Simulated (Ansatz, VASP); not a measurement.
## Two plane-wave programs on Ca

```xyz
1
Lattice="-2.2400 2.2400 2.2400 2.2400 -2.2400 2.2400 2.2400 2.2400 -2.2400" Properties=species:S:1:pos:R:3 pbc="T T T"
Ca    0.0000    0.0000    0.0000
```

This isn't the form of Ca at room conditions, which is fcc.

Alike in both runs: task single point; functional PBE; k mesh 6 × 6 × 6; occupations gaussian, width 0.1 eV; no spin polarisation.

```csv
,VASP,Ansatz
version,VASP 6.6.1,Ansatz 0.2.0
potentials or method,"VASP PAW PBE potentials, release 64 (Ca_sv)","scalar-relativistic, plane waves, PAW"
plane-wave cutoff (eV),520,420
valence electrons in the cell,10,10
```

```csv
,VASP,Ansatz,Ansatz less VASP
gap on the k mesh at the Fermi level (eV),none,none,-
pressure (GPa),-0.9,-0.9,-0.01
```

A gap of «none» marks a metal or a gap that the smearing closes.
